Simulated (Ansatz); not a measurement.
A scan (energy against volume; even scaling of the relaxed cell, symmetry kept) gave these values. Method: PBE (plane waves to 420 eV, PAW, scalar-relativistic; Ansatz, a first-principles code).

The bulk modulus B₀ (third-order Birch-Murnaghan fit) is 19.8 GPa and the pressure derivative B₀′ (fit) comes out as 4.5. The equilibrium volume of the fit comes out as 27.27 Å³/atom.

Problem. Of these crystals, all scanned alike, which one is it?
(A) BP (zinc blende)
(B) Ce (fcc, Cu type)
(C) LiI (rock salt)
(D) InP (zinc blende)

Solution. C, LiI (rock salt). The others have, for the bulk modulus: Ce 38.1 GPa, InP 59.4 GPa, BP 162 GPa

All were relaxed with their symmetry unable to fall. Ce is run without spin polarisation. Spin-orbit coupling is left out. The relaxed volume of Ce is well below the measured one. The f-shell state is unchecked: a lower one may exist. (This holds for the magnetic or f-shell members.)

(Under strain, the slope of the energy per volume gives the stress and its curvature an elastic modulus.)
